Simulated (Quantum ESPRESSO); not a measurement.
Ru:

```
CELL_PARAMETERS angstrom
2.70580 0.00000 0.00000
-1.35290 2.34329 0.00000
0.00000 0.00000 4.28190
ATOMIC_POSITIONS crystal
Ru 0.66667 0.33333 0.75000
Ru 0.33333 0.66667 0.25000
```

* Program: Quantum ESPRESSO 7.5
* Task: phonons
* Functional: PBEsol
* Potentials or basis: PseudoDojo 0.4.1 SR PBEsol standard
* Cutoff: 1143 eV
* Density cutoff: 4572 eV
* k mesh: 9 × 9 × 5
* Occupations: cold, width 0.2 eV
* Spin: no spin polarisation
* Target pressure: 20 GPa
* Mixing beta: 0.5
* Most SCF iterations: 120
* SCF threshold: 4e-10 Ry

The cell and the atoms were relaxed first at 20 GPa, to 12.68 Å³/atom (a = 2.643 Å, b = 2.643 Å, c = 4.190 Å, α = 90.00°, β = 90.00°, γ = 120.00°), and the response was taken there.

Question: What is the highest optical frequency at the zone centre?

Answer: 309 cm⁻¹, a mode of symmetry B1g (silent).

Optical modes at Γ, degenerate ones joined:
```
cm⁻¹  components  symmetry  active in
 200           2       E2g      Raman
 309           1       B1g     silent
```

Caveat: the mesh is thin for the phonons of a metal; the cell is more than 3 GPa from zero pressure, which shifts response properties.
